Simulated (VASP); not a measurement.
# Be in VASP: further runs

The runs below take Be through single point, with PBE.

Everything below comes from runs of VASP 6.6.1. Logs are shortened: lines on timing, memory, paths and dates and some standing lists are left out, and cuts for length are marked.

### Step 1. The sheet as given

The cell holds a sheet with vacuum, 1 atom: a = 1.999 Å, b = 1.999 Å, c = 23.800 Å, α = 90.00°, β = 90.00°, γ = 90.00°.

The cell was built by a generator and needn't be a form met in nature.

### Step 2. Single point, PBE

The input, INCAR:

```
PREC = Accurate
ENCUT = 520
EDIFF = 1E-7
ISMEAR = 0
SIGMA = 0.1
LREAL = False
LASPH = True
NELM = 100
ALGO = Fast
ISIF = 2
LWAVE = False
LCHARG = True
LDIPOL = True
IDIPOL = 3
DIPOL = 0.5 0.5 0.294
GGA = PE
LELF = True
LVHAR = True
LVACPOTAV = True
NBANDS = 7
```

The input, KPOINTS:

```
regular mesh
0
Gamma
  28 28 1
```

The input, POSCAR:

```
Be
1.0
    1.9990118445      0.0000000000      0.0000000000
    0.0000000000      1.9991529478      0.0000000000
    0.0000000000      0.0000000000     23.8000000000
Be
1
Direct
    0.0000000000      0.5000000000      0.2941176471
```

Potentials or basis: VASP PAW PBE potentials, release 64 (Be).

Launch:

```console
> cat potpaw_PBE.64/Be/POTCAR > POTCAR
> mpirun -np 1 vasp_std > vasp.out
```

OUTCAR:

```text
PREC = Accurate
   ENCUT = 520
   EDIFF = 1E-7
   ISMEAR = 0
   LREAL = False
   LASPH = True
   NELM = 100
   ISIF = 2
   GGA = PE

 ion  position               nearest neighbor table
   1  0.000  0.500  0.294-

  LATTYP: Found a simple orthorhombic cell.
 ALAT       =     1.9990118445
 B/A-ratio  =     1.0000705865
 C/A-ratio  =    11.9058824316

  Lattice vectors:

 A1 = (   1.9990118445,   0.0000000000,   0.0000000000)
 A2 = (   0.0000000000,   1.9991529478,   0.0000000000)
 A3 = (   0.0000000000,   0.0000000000,  23.8000000000)

Analysis of symmetry for initial positions (statically):
=====================================================================
 Subroutine PRICEL returns:
 Original cell was already a primitive cell.

 Routine SETGRP: Setting up the symmetry group for a
 simple orthorhombic supercell.

 Subroutine GETGRP returns: Found  8 space group operations
 (whereof  4 operations were pure point group operations)
 out of a pool of  8 trial point group operations.

The static configuration has the point symmetry C_2v.
 The point group associated with its full space group is D_2h.

Analysis of symmetry for dynamics (positions and initial velocities):
=====================================================================
 Subroutine PRICEL returns:
 Original cell was already a primitive cell.

 Routine SETGRP: Setting up the symmetry group for a
 simple orthorhombic supercell.

 Subroutine GETGRP returns: Found  8 space group operations
 (whereof  4 operations were pure point group operations)
 out of a pool of  8 trial point group operations.

The dynamic configuration has the point symmetry C_2v.
 The point group associated with its full space group is D_2h.

 Subroutine INISYM returns: Found  8 space group operations
 (whereof  4 operations are pure point group operations),
 and found     1 'primitive' translations

----------------------------------------------------------------------------------------

                                     Primitive cell

  volume of cell :      95.1127

  direct lattice vectors                    reciprocal lattice vectors
     1.999011845  0.000000000  0.000000000     0.500247161  0.000000000  0.000000000
     0.000000000  1.999152948  0.000000000     0.000000000  0.500211853  0.000000000
     0.000000000  0.000000000 23.800000000     0.000000000  0.000000000  0.042016807

  length of vectors
     1.999011845  1.999152948 23.800000000     0.500247161  0.500211853  0.042016807

  position of ions in fractional coordinates (direct lattice)
     0.000000000  0.500000000  0.294117647

  ion indices of the primitive-cell ions
   primitive index   ion index
                 1           1

----------------------------------------------------------------------------------------

 KPOINTS: regular mesh

Automatic generation of k-mesh.
 Grid dimensions read from file:
 generate k-points for:   28   28    1

 Generating k-lattice:

  Cartesian coordinates                     Fractional coordinates (reciprocal lattice)
     0.017865970  0.000000000  0.000000000     0.035714286  0.000000000  0.000000000
     0.000000000  0.017864709  0.000000000     0.000000000  0.035714286  0.000000000
     0.000000000  0.000000000  0.042016807     0.000000000  0.000000000  1.000000000

  Length of vectors
     0.017865970  0.017864709  0.042016807

  Shift w.r.t. Gamma in fractional coordinates (k-lattice)
     0.000000000  0.000000000  0.000000000

 Subroutine IBZKPT returns following result:
 ===========================================

 Found    225 irreducible k-points:

 Following reciprocal coordinates:
            Coordinates               Weight
  0.000000  0.000000  0.000000      1.000000
  0.035714  0.000000  0.000000      2.000000
  0.071429  0.000000  0.000000      2.000000
  0.107143  0.000000  0.000000      2.000000
  0.142857  0.000000  0.000000      2.000000
  0.178571  0.000000  0.000000      2.000000
[... 16 lines left out ...]
  0.250000  0.035714  0.000000      4.000000
  0.285714  0.035714  0.000000      4.000000
 [... further k-points ...]
   k-points           NKPTS =    225   k-points in BZ     NKDIM =    225   number of bands    NBANDS=      7
   number of dos      NEDOS =    301   number of ions     NIONS =      1
   total plane-waves  NPLWV =  46080
   dimension x,y,z NGX =    16 NGY =   16 NGZ =  180
   dimension x,y,z NGXF=    32 NGYF=   32 NGZF=  360
   ions per type =               1
   NGX,Y,Z   is equivalent  to a cutoff of  13.31, 13.31, 12.57 a.u.
   NGXF,Y,Z  is equivalent  to a cutoff of  26.61, 26.61, 25.15 a.u.
 SYSTEM =  unknown system
   PREC   = accura    normal or accurate (medium, high low for compatibility)
   ISTART =      0    job   : 0-new  1-cont  2-samecut
   ICHARG =      2    charge: 1-file 2-atom 10-const
   ISPIN  =      1    spin polarized calculation?
   LNONCOLLINEAR =      F non collinear calculations
   LSORBIT =      F    spin-orbit coupling
   LASPH  =      T    aspherical Exc in radial PAW
   ENCUT  =  520.0 eV  38.22 Ry    6.18 a.u.   3.72  3.72 44.25*2*pi/ulx,y,z
   NELM   =    100;   NELMIN=  2; NELMDL= -5     # of ELM steps
   EDIFF  = 0.1E-06   stopping-criterion for ELM
   LREAL  =      F    real-space projection
   EDIFFG = 0.1E-05   stopping-criterion for IOM
   NSW    =      0    number of steps for IOM
   IBRION =     -1    ionic relax: 0-MD 1-quasi-New 2-CG
   NFREE  =      0    steps in history (QN), initial steepest desc. (CG)
   ISIF   =      2    stress and relaxation
   ISYM   =      2    0-nonsym 1-usesym 2-fastsym
   POTIM  = 0.5000    time-step for ionic-motion
   TEBEG  =    0.0;   TEEND  =   0.0 temperature during run
   PSTRESS=    0.0 pullay stress
   NELECT =       2.0000    total number of electrons
   NUPDOWN=      -1.0000    fix difference up-down
   EMIN   =  10.00;   EMAX   =-10.00  energy-range for DOS
   EFERMI =   0.00;   METHOD = LEGACY
   ISMEAR =     0;   SIGMA  =   0.10  broadening in eV -4-tet -1-fermi 0-gaus
   EFERMI_NEDOS =   21; number of points for ismear=-14 and -15
   IALGO  =     68    algorithm
   IMIX   =      4    mixing-type and parameters
     AMIX     =   0.40;   BMIX     =  1.00
     AMIX_MAG =   1.60;   BMIX_MAG =  1.00
  volume/ion in A,a.u.               =      95.11       641.85
  Fermi-wavevector in a.u.,A,eV,Ry     =   0.451862  0.853895  2.778022  0.204179
  Thomas-Fermi vector in A             =   1.433364
   LORBIT       =      0    0 simple, 1 ext, 2 COOP (PROOUT), +10 PAW based schemes
   GGA     = PE    functional components
   LHFCALC =     F    Hartree Fock is set to
   AEXX    =    0.0000 exact exchange contribution
   IVDW    =     0    specifies the selected vdW correction
   LEPSILON=     F    determine dielectric tensor
   LRPA    =     F    only Hartree local field effects (RPA)
 non-spin polarized calculation
 RMM-DIIS sequential band-by-band and
 Gauss-broadening in eV      SIGMA  =   0.10
  energy-cutoff  :      520.00
  volume of cell :       95.11
 maximum number of plane-waves:      2611
 NGX is ok and might be reduce to    16
   NGX =  7   NGY =  7   NGZ = 89

 dipolmoment           0.000000      0.000000     -0.000000 electrons x Angstroem

 number of electron       2.0000000 magnetization

 dipolmoment           0.000000      0.000000      0.000000 electrons x Angstroem

 Free energy of the ion-electron system (eV)
  ---------------------------------------------------
  ext. energy  EPLUGINS =         0.00000000
  ---------------------------------------------------
  free energy    TOTEN  =        -2.62861595 eV

  energy without entropy =       -2.62736656  energy(sigma->0) =       -2.62799125

 E-fermi :  -3.7727     XC(G=0):  -1.7015

 val. band max:       -3.8294955779   @ k =   0.1786   0.1071   0.0000
 cond. band min:      -3.7394998337   @ k =   0.0000   0.2143   0.0000
 fundamental gap:      0.0899957442
 Fermi energy:        -3.7727027062

 k-point     1 :       0.0000    0.0000    0.0000
  band No.  band energies     occupation
      1     -10.5482      2.00000
      2      -5.4138      2.00000
      3       0.1324      0.00000
      4       0.8016      0.00000
      5       1.1282      0.00000
      6       1.8073      0.00000
      7       2.0553      0.00000

 k-point     2 :       0.0357    0.0000    0.0000
  band No.  band energies     occupation
      1     -10.5150      2.00000
      2      -5.3671      2.00000
      3       0.1780      0.00000
      4       0.8494      0.00000
      5       1.1760      0.00000
      6       1.8551      0.00000
      7       2.1021      0.00000

 k-point     3 :       0.0714    0.0000    0.0000
  band No.  band energies     occupation
      1     -10.4157      2.00000
      2      -5.2269      2.00000
      3       0.3146      0.00000
      4       0.9929      0.00000
      5       1.3192      0.00000
      6       1.9988      0.00000
      7       2.2424      0.00000

 k-point     4 :       0.1071    0.0000    0.0000
  band No.  band energies     occupation
      1     -10.2509      2.00000
      2      -4.9936      2.00000
      3       0.5414      0.00000
      4       1.2320      0.00000
      5       1.5577      0.00000
      6       2.2381      0.00000
      7       2.4758      0.00000

 k-point     5 :       0.1429    0.0000    0.0000
  band No.  band energies     occupation
      1     -10.0219      2.00000
      2      -4.6674      2.00000
      3       0.8569      0.00000
      4       1.5667      0.00000
      5       1.8915      0.00000
      6       2.5731      0.00000
      7       2.8012      0.00000

 k-point     6 :       0.1786    0.0000    0.0000
  band No.  band energies     occupation
      1      -9.7304      2.00000
      2      -4.2490      2.00000
      3       1.2577      0.00000
      4       1.9968      0.00000
      5       2.3201      0.00000
      6       3.0036      0.00000
      7       3.2159      0.00000

 k-point     7 :       0.2143    0.0000    0.0000
  band No.  band energies     occupation
      1      -9.3792      2.00000
      2      -3.7392      0.63607
      3       1.7354      0.00000
      4       2.5221      0.00000
      5       2.8423      0.00000
      6       3.5295      0.00000
      7       3.7120      0.00000
[... 121 lines left out ...]
 k-point    20 :       0.1429    0.0357    0.0000
  band No.  band energies     occupation
      1      -9.9880      2.00000
      2      -4.6208      2.00000
      3       0.9029      0.00000
      4       1.6146      0.00000
      5       1.9393      0.00000
      6       2.6210      0.00000
      7       2.8483      0.00000

 k-point    21 :       0.1786    0.0357    0.0000
  band No.  band energies     occupation
      1      -9.6961      2.00000
      2      -4.2024      2.00000
      3       1.3040      0.00000
      4       2.0446      0.00000
      5       2.3680      0.00000
      6       3.0515      0.00000
      7       3.2633      0.00000

 k-point    22 :       0.2143    0.0357    0.0000
  band No.  band energies     occupation
      1      -9.3444      2.00000
      2      -3.6926      0.25739
      3       1.7822      0.00000
      4       2.5699      0.00000
      5       2.8902      0.00000
      6       3.5774      0.00000
      7       3.7597      0.00000

 k-point    23 :       0.2500    0.0357    0.0000
  band No.  band energies     occupation
      1      -8.9369      2.00000
      2      -3.0930      0.00000
      3       2.3112      0.00000
      4       3.1900      0.00000
      5       3.5015      0.00000
      6       4.1983      0.00000
      7       4.2994      0.00000

 k-point    24 :       0.2857    0.0357    0.0000
  band No.  band energies     occupation
      1      -8.4798      2.00000
      2      -2.4058      0.00000
      3       2.7717      0.00000
      4       3.9040      0.00000
      5       4.1556      0.00000
      6       4.6068      0.00000
      7       4.9135      0.00000

 [... further k-points ...]

------------------------ aborting loop because EDIFF is reached ----------------------------------------

  FORCE on cell =-STRESS in cart. coord.  units (eV):
  Direction    XX          YY          ZZ          XY          YZ          ZX
  --------------------------------------------------------------------------------------
  -------------------------------------------------------------------------------------
  Total        0.0113233      0.0086755     -0.0004140      0.0000000      0.0000000      0.0000000
  in kB        0.1907412      0.1461392     -0.0069735      0.0000000      0.0000000      0.0000000
  external PRESSURE =       0.1099690 kB  Pullay stress =       0.0000000 kB

 VOLUME and BASIS-vectors are now :
 -----------------------------------------------------------------------------
  energy-cutoff  :      520.00
  volume of cell :       95.11
      direct lattice vectors                 reciprocal lattice vectors
     1.999011845  0.000000000  0.000000000     0.500247161  0.000000000  0.000000000
     0.000000000  1.999152948  0.000000000     0.000000000  0.500211853  0.000000000
     0.000000000  0.000000000 23.800000000     0.000000000  0.000000000  0.042016807

 POSITION                                       TOTAL-FORCE (eV/Angst)
 -----------------------------------------------------------------------------------
      0.00000      0.99958      7.00000         0.000000      0.000000     -0.000000
 -----------------------------------------------------------------------------------
    total drift:                                0.000000     -0.000000      0.000001

  FREE ENERGIE OF THE ION-ELECTRON SYSTEM (eV)
  ---------------------------------------------------
  free  energy   TOTEN  =        -2.6286159488 eV

  energy  without entropy=       -2.6273665572  energy(sigma->0) =       -2.62799125

 vacuum level on the upper side and lower side of the slab         0.999         0.999
```

Wall time 2.2 min (1 thread of Intel Xeon Platinum 8488C (Sapphire Rapids), shared host); peak memory 0.29 GiB.

Results:

- Free energy: -2.6286 eV
- Band gap on the k mesh: none (metal or under the smearing width)
- Work function of the upper face: 4.77 eV
- Work function of the lower face: 4.77 eV

Levels at points of the mesh, in eV from the Fermi level:
| k point | band 1 | band 2 | band 3 | band 4 |
| --- | --- | --- | --- | --- |
| (0.00, 0.00, 0.00) | -6.78 | -1.64 | 3.91 | 4.57 |
| (0.50, 0.00, 0.00) | -2.26 | 3.34 | 6.00 | 9.40 |
| (0.00, 0.50, 0.00) | -2.26 | 3.33 | 5.99 | 9.40 |
| (0.50, 0.50, 0.00) | 4.11 | 4.11 | 10.88 | 12.68 |

### Step 3. Single point, PBE

The input, INCAR:

```
PREC = Accurate
ENCUT = 520
EDIFF = 1E-6
ISMEAR = 0
SIGMA = 0.1
LREAL = F
LASPH = T
NELM = 100
ALGO = Fast
ISIF = 2
LWAVE = F
LCHARG = F
LDIPOL = T
IDIPOL = 3
DIPOL = 0.5 0.5 0.294
GGA = PE
NBANDS = 7
```

The input, KPOINTS:

```
Automatic mesh
0
Gamma
  28 28 1
```

The input, POSCAR:

```
Be
1.0
    1.9985859957      0.0000000000      0.0000000000
    0.0000000000      1.9957892487      0.0000000000
    0.0000000000      0.0000000000     23.8000000000
Be
1
Direct
    0.0000000000      0.5000000000      0.2941176471
```

Potentials or basis: VASP PAW PBE potentials, release 64 (Be).

Launch:

```console
> cat potpaw_PBE.64/Be/POTCAR > POTCAR
> mpirun -np 1 vasp_std > vasp.out
```

Wall time 1.9 min (1 thread of Intel Xeon Platinum 8488C (Sapphire Rapids), shared host); peak memory 0.29 GiB.

The run converged. Its results:

| Property | Result |
| --- | --- |
| Free energy | -2.6286 eV |
| Band gap on the k mesh | none (metal or under the smearing width) |

Levels at points of the mesh, in eV from the Fermi level:
| k point | band 1 | band 2 | band 3 | band 4 |
| --- | --- | --- | --- | --- |
| (0.00, 0.00, 0.00) | -6.78 | -1.65 | 3.91 | 4.58 |
| (0.50, 0.00, 0.00) | -2.27 | 3.34 | 5.99 | 9.41 |
| (0.00, 0.50, 0.00) | -2.26 | 3.37 | 6.02 | 9.43 |
| (0.50, 0.50, 0.00) | 4.11 | 4.13 | 10.90 | 12.71 |
